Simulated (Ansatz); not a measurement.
# Dielectric response of CaSe (001) films, part 2 of 5

Wanted: ε of rocksalt CaSe (001) by finite fields on slabs, and the band edges against the vacuum where run.

Ansatz 0.2.0; plane-wave DFT, PBE, Ansatz PAW (set soft_1); PAW set soft_1 (the session's first sound run).

So far, gap on the k-mesh (eV): step 2 (relaxation, 6 atoms, units 3) 2.26.

### 3. The relaxed film, single point, 6 atoms, units 3

The film was relaxed beforehand; a single point on the relaxed positions gives its levels and potential.

Contents of input.yaml:

```yaml
crystal:
  lattice:
    - [4.18607214, 0.0, 0.0]
    - [0.0, 4.18607214, 0.0]
    - [0.0, 0.0, 23.92]
  atoms:
    - { symbol: Ca, position: [0.5, 0.5, 0.3788197473] }
    - { symbol: Se, position: [0.0, 0.0, 0.3733374928] }
    - { symbol: Ca, position: [0.0, 0.0, 0.4999999949] }
    - { symbol: Se, position: [0.5, 0.5, 0.5000000017] }
    - { symbol: Ca, position: [0.5, 0.5, 0.6211802483] }
    - { symbol: Se, position: [0.0, 0.0, 0.626662515] }
kpoints:
  mp_grid: { grid: [6, 6, 1] }
hamiltonian:
  xc: pbe
  pseudopotentials: { kind: paw, azcp: { folder: soft_1 } }
scf:
  occupations: { method: fixed }
  convergence: { dr2_threshold: 1.0e-09 }
efield:
  axis: 3
  dipole_correction: true
  ramp_position: 0.97
  ramp_width: 0.06
output:
  eigenvalues: true
  write_potential: true
  write_density: true
  volumetric_format: npy
```

Command:

```bash
ansatz run input.yaml --threads 4 --pin off --max-ram 8192MiB --backend cpu --events-out ev --progress --plain --runs-dir out
```

Numbers of over 12 decimals in the logs are rounded to 6 here.

Log:

```text
[...]
Crystal: 6 atoms, lattice volume = 419.155 Å³
Basis set: ecut = 420 eV, 8103 PW (Γ)
Bands: 47, of which v1, the nominal top of the filled ones, is band 39 counted from 1 (38 counted from 0)
Symmetry: 8 space group operations
k-points: 10 of 36
[...]
SCF iter   1: F=—  HF=-21870.252280 eV  |F-HF|=—  |Δ(HF+E_count)|=         —  Δρ=1.78e-2  dr2=3.83e0  ethr=3.10e-3  p=-0.000 e·Å  D=-1.26e-12 V/Å  ΔV_dip=0.00 eV  dr2_dipole=2.39e-14  V_vac-E_F(+/−)=8.18/8.18 eV  ⟨swp⟩=7.2  Hψ=2107  notcnv=0  defer=52
[...]
SCF iter  10: F=-21869.242940 eV  HF=-21869.242940 eV  |F-HF|=2.22e-10  |Δ(HF+E_count)|=  9.09e-10  Δρ=3.22e-7  dr2=6.54e-10  ethr=1.28e-12  p=0.000 e·Å  D=1.68e-6 V/Å  ΔV_dip=-0.00 eV  dr2_dipole=1.24e-10  V_vac-E_F(+/−)=4.78/4.78 eV  ⟨swp⟩=27.3  Hψ=3116  notcnv=0
SCF 1 converged in 10 iterations: F = -21869.242940 eV  dr2 = 6.54e-10
[...]
WARN: The output density's exchange-correlation potential varies sharply where the density is thin. Do not read a vacuum level from v_tot or v_xc, or from such a field of the output density. On a cell that repeats whose density bears no net charge and no dipole along the vacuum's axis use v_es (v_loc + v_h of the components); under efield.dipole_correction with no amplitude use v_es + v_field, which holds any externa [...]
SCF converged after 10 iterations
Free energy (F): -21869.242940 eV
[...]
Internal energy: -21869.242940 eV  (E = F + TS)
E sigma→0 (E₀):  -21869.242940 eV
Fermi energy:    -0.460416 eV
Dipole field:    D = -0.000009 V/Å  (p = -0.000020 e·Å, saw-weighted, corrected)
Work function:   Φ+ = 4.7787 eV   Φ− = 4.7785 eV
[...]
--- Band table (eV; the first three rows and the last of 10) ---
  k-point 0: bands = [... 35 lower, -0.6625, -0.6625, -0.4604, -0.4604, 1.7977, 2.3682, 2.4904, 3.0030, ... 4 higher]
  k-point 1: bands = [... 35 lower, -1.1769, -0.9223, -0.8487, -0.7040, 2.4100, 2.8227, 2.8574, 3.2570, ... 4 higher]
  k-point 2: bands = [... 35 lower, -1.3092, -1.1679, -1.1654, -1.1040, 3.1692, 3.2929, 3.6508, 3.9407, ... 4 higher]
  k-point 9: bands = [... 35 lower, -1.6057, -1.6057, -1.1927, -0.8033, 2.1032, 2.1032, 3.6115, 3.6115, ... 4 higher]
```

Run time: 12 s. Hardware: 4 threads of Arm Neoverse N1, shared host; peak memory 0.8 GiB.

Reading the cycles: dr2 is the Hartree energy of the density residual (eV), the measure of convergence; HF is the Harris–Foulkes estimate of the energy, which meets the free energy F at convergence.

Numbers from this step:

* dipole along the normal: -2.01e-5 e·Å
* electron affinity, upper face: 2.521 eV

Running mean over 2.96 Å of the planar mean; the ramp of the sawtooth is left out. Table of electron's electrostatic potential energy less the highest filled level by z:

| z (Å) | electron's electrostatic potential energy less the highest filled level (eV) |
| --- | --- |
| 3.0 | 4.78 |
| 3.5 | 4.78 |
| 4.0 | 4.78 |
| 4.5 | 4.78 |
| 5.0 | 4.77 |
| 5.5 | 4.75 |
| 6.0 | 4.66 |
| 6.5 | 4.36 |
| 7.0 | 3.36 |
| 7.5 | 1.52 |
| 8.0 | -0.478 |
| 8.5 | -1.58 |
| 9.0 | -1.86 |
| 9.5 | -1.90 |
| 10.0 | -1.94 |
| 10.5 | -2.04 |
| 11.0 | -2.01 |
| 11.5 | -2.02 |
| 12.0 | -2.02 |
| 12.5 | -2.01 |
| 13.0 | -2.02 |
| 13.5 | -2.04 |
| 14.0 | -1.93 |
| 14.5 | -1.90 |
| 15.0 | -1.84 |
| 15.5 | -1.48 |
| 16.0 | -0.203 |
| 16.5 | 1.85 |
| 17.0 | 3.58 |
| 17.5 | 4.44 |
| 18.0 | 4.68 |
| 18.5 | 4.75 |
| 19.0 | 4.77 |
| 19.5 | 4.78 |
| 20.0 | 4.78 |
| 20.5 | 4.78 |

The gap is 2.26 eV, with the valence edge 4.78 eV and the conduction edge 2.52 eV under the upper vacuum level.

### 4. Single point, 6 atoms, units 3, field 0.1 V/Å

A sawtooth potential applies the field, turning back in the middle of the vacuum. With the dipole correction the typed value is the field outside the slab. The induced dipole is small, so the SCF threshold is tight.

input.yaml: that of step 3 with these lines changed.

```diff
@@ -19,3 +19,3 @@
   occupations: { method: fixed }
-  convergence: { dr2_threshold: 1.0e-09 }
+  convergence: { dr2_threshold: 1.0e-10 }
 efield:
@@ -25,4 +25,4 @@
   ramp_width: 0.06
+  amplitude: 0.1
 output:
-  eigenvalues: true
   write_potential: true
```

Log:

```text
[...]
Crystal: 6 atoms, lattice volume = 419.155 Å³
Basis set: ecut = 420 eV, 8103 PW (Γ)
Bands: 47, of which v1, the nominal top of the filled ones, is band 39 counted from 1 (38 counted from 0)
Symmetry: 8 space group operations
k-points: 10 of 36
[...]
SCF iter   1: F=—  HF=-21870.256247 eV  |F-HF|=—  |Δ(HF+E_count)|=         —  Δρ=1.79e-2  dr2=3.83e0  ethr=3.10e-3  p=0.089 e·Å  D=3.85e-2 V/Å  ΔV_dip=-0.92 eV  dr2_dipole=9.91e-4  V_vac-E_F(+/−)=8.78/7.51 eV  ⟨swp⟩=6.7  Hψ=1972  notcnv=0  defer=54
[...]
SCF iter  13: F=-21869.246774 eV  HF=-21869.246774 eV  |F-HF|=4.37e-11  |Δ(HF+E_count)|=  7.20e-10  Δρ=3.35e-8  dr2=2.96e-12  ethr=1.00e-12  p=0.077 e·Å  D=3.31e-2 V/Å  ΔV_dip=-0.79 eV  dr2_dipole=2.26e-14  V_vac-E_F(+/−)=5.44/4.04 eV  ⟨swp⟩=3.0  Hψ=965  notcnv=0
SCF 1 converged in 13 iterations: F = -21869.246774 eV  dr2 = 2.96e-12
[...]
SCF converged after 13 iterations
[...]
Free energy (F): -21869.246774 eV
[...]
Internal energy: -21869.246774 eV  (E = F + TS)
E sigma→0 (E₀):  -21869.246774 eV
Fermi energy:    -0.451212 eV
Dipole field:    D = 0.033108 V/Å  (p = 0.076691 e·Å, saw-weighted, corrected)
Work function:   not extracted (applied field tilts the vacuum); planar V_es + V_field profile in the machine report
[...]
--- Band table (eV; the first three rows and the last of 10) ---
  k-point 0: bands = [... 35 lower, -0.6724, -0.6724, -0.4512, -0.4512, 1.7952, 2.3674, 2.4686, 3.0041, ... 4 higher]
  k-point 1: bands = [... 35 lower, -1.1704, -0.9200, -0.8625, -0.6910, 2.4061, 2.7849, 2.8687, 3.2562, ... 4 higher]
  k-point 2: bands = [... 35 lower, -1.3202, -1.1927, -1.1569, -1.0778, 3.1254, 3.3257, 3.6447, 3.9287, ... 4 higher]
  k-point 9: bands = [... 35 lower, -1.6024, -1.6024, -1.2006, -0.7969, 2.1016, 2.1016, 3.6108, 3.6108, ... 4 higher]
```

Run time: 12 s. Hardware: 4 threads; peak memory 0.78 GiB.

This step gave:

* gap on the k-mesh: 2.246 eV
* dipole along the normal: 0.07669 e·Å

The dipole is 0.0767 e·Å, and the gap on the mesh 2.246 eV.

### 5. Atoms held, 6 atoms, units 3, field -0.1 V/Å

input.yaml: that of step 4 with these lines changed.

```diff
@@ -25,3 +25,3 @@
   ramp_width: 0.06
-  amplitude: 0.1
+  amplitude: -0.1
 output:
```

Log:

```text
[...]
Crystal: 6 atoms, lattice volume = 419.155 Å³
Basis set: ecut = 420 eV, 8103 PW (Γ)
Bands: 47, of which v1, the nominal top of the filled ones, is band 39 counted from 1 (38 counted from 0)
Symmetry: 8 space group operations
k-points: 10 of 36
[...]
k-point 0: bands = [... 35 lower, -0.6724, -0.6724, -0.4512, -0.4512, 1.7952, 2.3674, 2.4686, 3.0041, ... 4 higher]
  k-point 1: bands = [... 35 lower, -1.1704, -0.9200, -0.8625, -0.6910, 2.4061, 2.7849, 2.8687, 3.2562, ... 4 higher]
  k-point 2: bands = [... 35 lower, -1.3202, -1.1927, -1.1569, -1.0778, 3.1254, 3.3257, 3.6447, 3.9287, ... 4 higher]
  k-point 9: bands = [... 35 lower, -1.6024, -1.6024, -1.2006, -0.7970, 2.1016, 2.1016, 3.6108, 3.6108, ... 4 higher]
[key lines of the parts left out:]
SCF converged after 13 iterations
Free energy (F): -21869.246774 eV
Fermi energy:    -0.451212 eV
Dipole field:    D = -0.033108 V/Å  (p = -0.076691 e·Å, saw-weighted, corrected)
```

Run time: 12 s. Hardware: 4 threads; peak memory 0.78 GiB; 47 s of CPU time.

The dipole is -0.0767 e·Å, and the gap on the mesh 2.246 eV.

### 6. Response with the atoms held, 6 atoms, units 3

This step: plane-wave DFT, PBE, Ansatz PAW (set soft_1); response to a field along the normal, atoms held; PAW set soft_1 (Ansatz 0.2.0).

The two fields give this film's response with the atoms held: the electronic part.

Numbers from this step:

* equivalent conductor thickness p/(ε₀AE): 7.919 Å
* distance between the outer atoms: 6.060 Å
* thickness: 8.88 Å

Local field over the applied field, running mean. From the potentials at -0.1 and 0.1 V/Å; running mean over 2.96 Å, taken twice. Local field over applied field against z:

| z (Å) | local field over applied field |
| --- | --- |
| 4.04 | 0.992 |
| 4.49 | 0.982 |
| 4.93 | 0.963 |
| 5.38 | 0.928 |
| 5.68 | 0.894 |
| 6.13 | 0.827 |
| 6.58 | 0.740 |
| 7.03 | 0.638 |
| 7.47 | 0.528 |
| 7.92 | 0.422 |
| 8.37 | 0.330 |
| 8.82 | 0.258 |
| 9.12 | 0.222 |
| 9.57 | 0.186 |
| 10.02 | 0.169 |
| 10.46 | 0.166 |
| 10.91 | 0.168 |
| 11.36 | 0.171 |
| 11.81 | 0.172 |
| 12.11 | 0.172 |
| 12.56 | 0.171 |
| 13.01 | 0.168 |
| 13.46 | 0.166 |
| 13.90 | 0.169 |
| 14.35 | 0.186 |
| 14.80 | 0.222 |
| 15.10 | 0.258 |
| 15.55 | 0.330 |
| 16.00 | 0.422 |
| 16.45 | 0.528 |
| 16.89 | 0.638 |
| 17.34 | 0.740 |
| 17.79 | 0.827 |
| 18.24 | 0.894 |
| 18.54 | 0.928 |
| 18.99 | 0.963 |
| 19.43 | 0.982 |
| 19.88 | 0.992 |

Electrons, planar mean, per unit field. Induced electron density against z:

| z (Å) | induced electron density (e/Å³ per V/Å) |
| --- | --- |
| 4.04 | 9.2e-6 |
| 4.49 | 2.3e-5 |
| 4.93 | 5.7e-5 |
| 5.38 | 1.4e-4 |
| 5.68 | 2.3e-4 |
| 6.13 | 5.1e-4 |
| 6.58 | 0.00104 |
| 7.03 | 0.00195 |
| 7.47 | 0.00299 |
| 7.92 | 0.00313 |
| 8.37 | 0.00153 |
| 8.82 | 2.8e-4 |
| 9.12 | -2.0e-5 |
| 9.57 | -0.00129 |
| 10.02 | -0.00152 |
| 10.46 | -3.4e-4 |
| 10.91 | 0.00106 |
| 11.36 | 0.00161 |
| 11.81 | 3.0e-4 |
| 12.11 | -3.0e-4 |
| 12.56 | -0.00161 |
| 13.01 | -0.00106 |
| 13.46 | 3.4e-4 |
| 13.90 | 0.00152 |
| 14.35 | 0.00129 |
| 14.80 | 1.5e-5 |
| 15.10 | -2.8e-4 |
| 15.55 | -0.00153 |
| 16.00 | -0.00313 |
| 16.45 | -0.00299 |
| 16.89 | -0.00195 |
| 17.34 | -0.00104 |
| 17.79 | -5.1e-4 |
| 18.24 | -2.3e-4 |
| 18.54 | -1.4e-4 |
| 18.99 | -5.7e-5 |
| 19.43 | -2.3e-5 |
| 19.88 | -9.2e-6 |

By hand: between -0.1 and 0.1 V/Å the dipole changes by 0.1534 e·Å, a slope of 0.7669 e·Å²/V. A perfect conductor of thickness t has p = ε₀AEt, so t = 180.95 × 0.7669 / 17.523 = 7.92 Å (e/ε₀ = 180.95 V·Å, A in Å²).

The induced dipole is that of a conductor 7.92 Å thick.

### 7. Relaxing in the field, 6 atoms, field 0.05 V/Å

This step: plane-wave DFT, PBE, Ansatz PAW (set soft_1); PAW set soft_1 (Ansatz 0.2.0).

Now the atoms may follow the field. A weak field makes forces of meV/Å to tens of meV/Å, so the force tolerance is set well below the usual one.

input.yaml: that of step 5 with these lines changed.

```diff
@@ -25,3 +25,6 @@
   ramp_width: 0.06
-  amplitude: -0.1
+  amplitude: 0.05
+relax:
+  f_tol: 0.0006
+  max_steps: 70
 output:
```

Log:

```text
[...]
Crystal: 6 atoms, lattice volume = 419.155 Å³
Basis set: ecut = 420 eV, 8103 PW (Γ), exchange–correlation on 60×60×320 points (8 copies of the dense FFT grid, shifted against one another)
Bands: 47, of which v1, the nominal top of the filled ones, is band 39 counted from 1 (38 counted from 0)
Symmetry: 8 space group operations
k-points: 10 of 36
[...]
SCF iter   1: F=—  HF=-21870.253295 eV  |F-HF|=—  |Δ(HF+E_count)|=         —  Δρ=1.78e-2  dr2=3.83e0  ethr=3.10e-3  p=0.045 e·Å  D=1.93e-2 V/Å  ΔV_dip=-0.46 eV  dr2_dipole=2.47e-4  V_vac-E_F(+/−)=8.48/7.85 eV  ⟨swp⟩=7.2  Hψ=2110  notcnv=0  defer=52
[...]
SCF iter  13: F=-21869.243904 eV  HF=-21869.243904 eV  |F-HF|=2.91e-11  |Δ(HF+E_count)|=   1.66e-9  Δρ=3.30e-8  dr2=2.73e-12  ethr=1.00e-12  p=0.038 e·Å  D=1.66e-2 V/Å  ΔV_dip=-0.40 eV  dr2_dipole=1.91e-14  V_vac-E_F(+/−)=5.11/4.41 eV  ⟨swp⟩=7.0  Hψ=2056  notcnv=0
SCF 1 converged in 13 iterations: F = -21869.243904 eV  dr2 = 2.73e-12
[...]
relax step   1: F+E_penalty+E_count = -21869.24390430 eV  Δ(F+E_penalty+E_count) = +0.000e0 eV  max|allowed force component| = 2.053e-2 eV/Å  Δτ_max = 0.0000 Å  (13 SCF iters, accepted)
[...]
SCF iter   8: F=-21869.243897 eV  HF=-21869.243897 eV  |F-HF|=1.42e-10  |Δ(HF+E_count)|=   2.11e-9  Δρ=2.02e-7  dr2=9.52e-11  ethr=1.00e-12  p=0.050 e·Å  D=2.16e-2 V/Å  ΔV_dip=-0.52 eV  dr2_dipole=2.46e-12  V_vac-E_F(+/−)=5.05/4.47 eV  ⟨swp⟩=5.4  Hψ=2439  notcnv=0
SCF 2 converged in 8 iterations: F = -21869.243897 eV  dr2 = 9.52e-11
relax step   2: F+E_penalty+E_count = -21869.24389653 eV  Δ(F+E_penalty+E_count) = +7.774e-6 eV  max|allowed force component| = 2.211e-2 eV/Å  Δτ_max = 0.0080 Å  (8 SCF iters, rejected (line search))
SCF iter   1: F=—  HF=-21869.243944 eV  |F-HF|=—  |Δ(HF+E_count)|=         —  Δρ=8.76e-5  dr2=1.83e-4  ethr=3.38e-6  p=0.050 e·Å  D=2.16e-2 V/Å  ΔV_dip=-0.52 eV  dr2_dipole=1.16e-4  V_vac-E_F(+/−)=5.05/4.47 eV  ⟨swp⟩=4.4  Hψ=856  notcnv=0  defer=59
[...]
SCF iter   8: F=-21869.244052 eV  HF=-21869.244052 eV  |F-HF|=1.64e-10  |Δ(HF+E_count)|=  6.48e-10  Δρ=1.35e-7  dr2=3.51e-11  ethr=1.00e-12  p=0.044 e·Å  D=1.91e-2 V/Å  ΔV_dip=-0.46 eV  dr2_dipole=1.41e-12  V_vac-E_F(+/−)=5.08/4.45 eV  ⟨swp⟩=7.1  Hψ=2304  notcnv=0
SCF 3 converged in 8 iterations: F = -21869.244052 eV  dr2 = 3.51e-11
relax step   3: F+E_penalty+E_count = -21869.24405193 eV  Δ(F+E_penalty+E_count) = -1.476e-4 eV  max|allowed force component| = 1.030e-3 eV/Å  Δτ_max = 0.0038 Å  (8 SCF iters, accepted)
SCF iter   1: F=—  HF=-21869.244052 eV  |F-HF|=—  |Δ(HF+E_count)|=         —  Δρ=2.95e-6  dr2=1.86e-7  ethr=1.17e-9  p=0.044 e·Å  D=1.91e-2 V/Å  ΔV_dip=-0.46 eV  dr2_dipole=3.47e-10  V_vac-E_F(+/−)=5.08/4.45 eV  ⟨swp⟩=2.4  Hψ=759  notcnv=0  defer=47
[...]
SCF iter   5: F=-21869.244052 eV  HF=-21869.244052 eV  |F-HF|=1.02e-10  |Δ(HF+E_count)|=  1.56e-10  Δρ=8.94e-8  dr2=2.01e-11  ethr=1.00e-12  p=0.044 e·Å  D=1.91e-2 V/Å  ΔV_dip=-0.46 eV  dr2_dipole=7.61e-13  V_vac-E_F(+/−)=5.08/4.45 eV  ⟨swp⟩=7.0  Hψ=2255  notcnv=0
SCF 4 converged in 5 iterations: F = -21869.244052 eV  dr2 = 2.01e-11
relax step   4: F+E_penalty+E_count = -21869.24405206 eV  Δ(F+E_penalty+E_count) = -1.328e-7 eV  max|allowed force component| = 2.058e-4 eV/Å  Δτ_max = 0.0001 Å  (5 SCF iters, accepted)
NSCF: frozen V_eff on 10 k-points
[...]
SCF converged after 5 iterations
[...]
Free energy (F): -21869.244052 eV
[...]
Internal energy: -21869.244052 eV  (E = F + TS)
E sigma→0 (E₀):  -21869.244052 eV
Fermi energy:    -0.460400 eV
Dipole field:    D = 0.019102 V/Å  (p = 0.044247 e·Å, saw-weighted, corrected)
Work function:   not extracted (applied field tilts the vacuum); planar V_es + V_field profile in the machine report
[...]
--- Forces (eV/Å), atoms counted from 1 ---
  atom   1  Ca     0.00000000     0.00000000    -0.00010263
  atom   2  Se     0.00000000     0.00000000    -0.00006152
  atom   3  Ca    -0.00000000     0.00000000     0.00020572
  atom   4  Se    -0.00000000     0.00000000     0.00008135
  atom   5  Ca     0.00000000     0.00000000    -0.00008793
  atom   6  Se     0.00000000     0.00000000    -0.00003560
  max |Σ_I F_I| component: 6.17e-7 eV/Å
--- Band table (eV; the first three rows and the last of 10) ---
  k-point 0: bands = [... 35 lower, -0.6630, -0.6630, -0.4604, -0.4604, 1.7975, 2.3680, 2.4879, 3.0026, ... 4 higher]
  k-point 1: bands = [... 35 lower, -1.1770, -0.9224, -0.8492, -0.7038, 2.4096, 2.8183, 2.8585, 3.2569, ... 4 higher]
  k-point 2: bands = [... 35 lower, -1.3097, -1.1677, -1.1661, -1.1035, 3.1640, 3.2967, 3.6502, 3.9402, ... 4 higher]
  k-point 9: bands = [... 35 lower, -1.6060, -1.6060, -1.1929, -0.8033, 2.1030, 2.1030, 3.6112, 3.6112, ... 4 higher]
--- Relaxed structure (4 steps of the walk, 3 accepted, 0 SCFs on fresh bases) ---
  F+E_penalty+E_count = -21869.24405206 eV   max|allowed force component| = 2.058e-4 eV/Å
  atoms:
    - { symbol: Ca, position: [0.5, 0.5, 0.378940] }
    - { symbol: Se, position: [0, 0.0, 0.373176] }
    - { symbol: Ca, position: [0, 0.0, 0.500053] }
    - { symbol: Se, position: [0.5, 0.5, 0.499999] }
    - { symbol: Ca, position: [0.5, 0.5, 0.621313] }
    - { symbol: Se, position: [0, 0.0, 0.626519] }
```

Elapsed: 28 s, on 4 threads; peak memory 0.76 GiB; 1.8 min of CPU time.

No atom moved by 0.005 Å in the relaxation.

This step gave:

* gap on the k-mesh: 2.258 eV
* dipole along the normal: 0.04425 e·Å

The relaxation took 4 steps and lowered the energy by 1.5e-4 eV; the largest force on the free atoms ends at 2.1e-4 eV/Å.

The dipole is 0.0442 e·Å, and the gap on the mesh 2.258 eV.

### 8. Field on, atoms free, 6 atoms, field -0.05 V/Å

The opposite sign, again from the field-free geometry; the difference of the two cancels what relaxes without a field.

input.yaml: that of step 7 with these lines changed.

```diff
@@ -25,3 +25,3 @@
   ramp_width: 0.06
-  amplitude: 0.05
+  amplitude: -0.05
 relax:
```

Log:

```text
[...]
Crystal: 6 atoms, lattice volume = 419.155 Å³
Basis set: ecut = 420 eV, 8103 PW (Γ), exchange–correlation on 60×60×320 points (8 copies of the dense FFT grid, shifted against one another)
Bands: 47, of which v1, the nominal top of the filled ones, is band 39 counted from 1 (38 counted from 0)
Symmetry: 8 space group operations
k-points: 10 of 36
[...]
--- Relaxed structure (4 steps of the walk, 3 accepted, 0 SCFs on fresh bases) ---
  F+E_penalty+E_count = -21869.24405206 eV   max|allowed force component| = 2.059e-4 eV/Å
  atoms:
    - { symbol: Ca, position: [0.5, 0.5, 0.378687] }
    - { symbol: Se, position: [0, 0.0, 0.373481] }
    - { symbol: Ca, position: [0, 0.0, 0.499947] }
    - { symbol: Se, position: [0.5, 0.5, 0.500001] }
    - { symbol: Ca, position: [0.5, 0.5, 0.621060] }
    - { symbol: Se, position: [0, 0.0, 0.626824] }
[key lines of the parts left out:]
SCF converged after 5 iterations
Free energy (F): -21869.244052 eV
Fermi energy:    -0.460400 eV
Dipole field:    D = -0.019102 V/Å  (p = -0.044247 e·Å, saw-weighted, corrected)
```

Wall time 29 s (4 threads); peak memory 0.75 GiB.

Hardly anything moved in the relaxation; the energy changed by under 0.2 meV an atom.

The relaxation took 4 steps and lowered the energy by 1.5e-4 eV; the largest force on the free atoms ends at 2.1e-4 eV/Å.

The dipole is -0.0442 e·Å, and the gap on the mesh 2.258 eV.

### 9. Response with the atoms relaxed, 6 atoms, units 3

This step: plane-wave DFT, PBE, Ansatz PAW (set soft_1); response to a field along the normal, atoms relaxed; PAW set soft_1 (Ansatz 0.2.0).

The two relaxed runs give the static response.

This step gave:

```yaml
equivalent_conductor_thickness_p_eps_0ae: 9.138 Å
```

Local field over the applied field, running mean. From the potentials at -0.05 and 0.05 V/Å; running mean over 2.96 Å, taken twice. The local field over applied field by z:

| z (Å) | local field over applied field |
| --- | --- |
| 4.04 | 0.992 |
| 4.49 | 0.981 |
| 4.93 | 0.956 |
| 5.38 | 0.909 |
| 5.68 | 0.884 |
| 6.13 | 0.820 |
| 6.58 | 0.701 |
| 7.03 | 0.575 |
| 7.47 | 0.440 |
| 7.92 | 0.320 |
| 8.37 | 0.228 |
| 8.82 | 0.108 |
| 9.12 | 0.0608 |
| 9.57 | 0.0475 |
| 10.02 | 0.0370 |
| 10.46 | 0.0504 |
| 10.91 | 0.0643 |
| 11.36 | 0.0618 |
| 11.81 | 0.0877 |
| 12.11 | 0.0877 |
| 12.56 | 0.0618 |
| 13.01 | 0.0643 |
| 13.46 | 0.0504 |
| 13.90 | 0.0370 |
| 14.35 | 0.0475 |
| 14.80 | 0.0608 |
| 15.10 | 0.108 |
| 15.55 | 0.228 |
| 16.00 | 0.320 |
| 16.45 | 0.440 |
| 16.89 | 0.575 |
| 17.34 | 0.701 |
| 17.79 | 0.820 |
| 18.24 | 0.884 |
| 18.54 | 0.909 |
| 18.99 | 0.956 |
| 19.43 | 0.981 |
| 19.88 | 0.992 |

The induced dipole is that of a conductor 9.14 Å thick.

[end of part 2 of 5]

[Logs are printed without paths, hosts, clocks, repeated set-up lines and the standing remarks that a program may print on its own settings, such as how far it seeks lower states.]

[Hosts, paths, dates, database ids (printed as entryN), source tags and the programs' standing remarks are cut or masked in the printed files.]

[Maps of the electrostatic potential energy from Ansatz leave out the sawtooth potential of an applied field or a dipole correction, so their vacuum need not be flat; planar profiles and work functions include it.]
